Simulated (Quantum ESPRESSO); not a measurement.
Crystal: Si2W.

```xyz
3
Lattice="-1.6060 1.6060 3.9400 1.6060 -1.6060 3.9400 1.6060 1.6060 -3.9400" Properties=species:S:1:pos:R:3 pbc="T T T"
Si    0.2706   -0.0200    2.5488
Si   -0.0126    0.1953    5.2164
W     1.3480    1.4307    4.0548
```

```yaml
Program: Quantum ESPRESSO 7.5
Task: relaxation of cell and atoms
Functional: PBE
Potentials_or_basis: JTH 2.0 PBE
Cutoff: 490 eV
Density_cutoff: 2939 eV
k_mesh: 4 × 4 × 5
Occupations: gaussian, width 0.2 eV
Spin: no spin polarisation
```

At the start: pressure 24.2 GPa; volume 13.55 Å³/atom.

Question: How do energy, volume and symmetry change on relaxing?

Answer: Over 12 steps the energy falls by 625.1 meV/atom and the volume is 13.67 Å³/atom (+0.9 %); space group I4/mmm (No. 139, to 0.05 Å).

The path:
| step | energy change (eV) | largest force (eV/Å) | pressure (GPa) | volume (Å³) |
| --- | --- | --- | --- | --- |
| 1 | 0.0000 | 7.3287 | 24.18 | 40.65 |
| 2 | -1.0518 | 3.1131 | 5.94 | 41.85 |
| 3 | -1.4848 | 1.8090 | -2.86 | 42.50 |
| 4 | -1.7351 | 1.0695 | -6.87 | 42.65 |
| 5 | -1.8093 | 0.5387 | -5.92 | 42.30 |
| 6 | -1.8346 | 0.5291 | -4.05 | 41.89 |
| 7 | -1.8668 | 0.2886 | 0.06 | 41.03 |
| 8 | -1.8728 | 0.1123 | 1.02 | 40.83 |
| 9 | -1.8738 | 0.0939 | 0.76 | 40.87 |
| 10 | -1.8749 | 0.0559 | 0.22 | 40.96 |
| 11 | -1.8752 | 0.0262 | -0.03 | 41.01 |
| 12 | -1.8752 | 0.0134 | -0.06 | 41.01 |

Final structure:
```xyz
3
Lattice="-1.6100 1.6115 3.9398 1.6118 -1.6109 3.9402 1.6143 1.6151 -3.9398" Properties=species:S:1:pos:R:3 pbc="T T T"
Si   -0.0021   -0.0017    2.6309
Si    0.0037    0.0029    5.2488
W     1.6163    1.6152    3.9406
```

Caveat: the k mesh is coarse (spacing up to 0.55 Å⁻¹), so the values aren't converged; the cutoff is low for these files, which shifts pressure and relaxed volume.
